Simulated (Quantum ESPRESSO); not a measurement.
# Ta: equation of state with PBEsol

**Experimental background.**

From “Refinement of the equation of state of tantalum”, 2004, arxiv:cond-mat/0403080, for a bulk crystal of Ta: bulk modulus 194 GPa.

Crystal: Ta.

```
Ta
1.0
    -1.65128    1.65128    1.65128
     1.65128   -1.65128    1.65128
     1.65128    1.65128   -1.65128
Ta
1
Direct
  0.00000 0.00000 0.00000
```

| Property | Result |
| --- | --- |
| Program | Quantum ESPRESSO 7.5 |
| Task | equation of state |
| Functional | PBEsol |
| Potentials or basis | PseudoDojo 0.4.1 SR PBEsol standard |
| Cutoff | 789 eV |
| Density cutoff | 3157 eV |
| k mesh | 11 × 11 × 11 |
| Occupations | fermi-dirac, width 0.05 eV |
| Spin | no spin polarisation |
| Mixing beta | 0.5 |
| Most SCF iterations | 120 |
| SCF threshold | 2e-10 Ry |

| Property | Result |
| --- | --- |
| Equilibrium volume | 17.64 Å³/atom |
| Bulk modulus | 212 GPa |
| Pressure derivative of the bulk modulus | 4.4 |

Energy against volume, from the lowest point:
```
volume (Å³/atom)  energy (meV/atom)
          16.930              20.33
          17.290               4.74
          17.650               0.00
          18.010               4.95
          18.371              18.56
          18.731              39.94
          19.091              68.32
```

All runs of the series together: 52 s on 1 thread of Arm Neoverse V1 (shared host).

Measured bulk modulus of Ta: 194 GPa (quoted in “Refinement of the equation of state of tantalum”, 2004, arxiv:cond-mat/0403080). This calculation gives 212 GPa (+9.0 %). The fit is for a static lattice scaled at fixed shape and fixed fractional positions.

Spin-orbit coupling is left out, which matters for the levels of Ta.
